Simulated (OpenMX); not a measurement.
MgS (Niningerite) under changes of volume

One of the cells (17.609 Å³/atom); the others are scaled copies at fixed shape and fractional positions:

```xyz
2
Lattice="0.0000 2.6016 2.6016 2.6016 0.0000 2.6016 2.6016 2.6016 0.0000" Properties=species:S:1:pos:R:3 pbc="T T T"
S     2.6016    2.6016    2.6016
Mg    0.0000    0.0000    0.0000
```

* Program: OpenMX 3.8.5
* Functional: LDA
* Potentials or basis: OpenMX 2013 LDA set, S7.0-s2p2d1f1, Mg7.0-s3p2d1, fixed grid of 40 × 40 × 40 points
* k mesh: 9 × 9 × 9
* Occupations: fermi-dirac, width 0.05 eV
* Spin: no spin polarisation

```csv
volume (Å³/atom),energy over the lowest point (meV/atom),gap on the mesh (eV)
16.553,2.72,2.78
16.905,0.00,2.74
17.257,1.38,2.70
17.609,6.18,2.66
17.962,?,?
18.314,24.93,2.58
18.666,38.07,2.54
```

**Question.** What does the run at 17.962 Å³/atom give?

**Answer.** Energy over the lowest point 14.11 meV/atom; gap on the mesh 2.62 eV.

Worked out: A Birch-Murnaghan fit of order 3 (a polynomial in V^(-2/3)) to the other rows has its minimum at 16.96 Å³/atom with B0 = V·E''(V) = 86 GPa and B' = 5.1. It gives 14.20 meV/atom at 17.962 Å³/atom, against the run's 14.11. A straight line through the other rows of the gap, of slope -2 eV per unit of ln V, gives 2.62 eV, against the run's 2.62.

Energies are extrapolated to zero smearing.

Caveats: an odd mesh through Γ misses points on the zone boundary, where band edges often lie; the basis of atomic orbitals isn't converged, which shifts pressures, moduli and gaps.
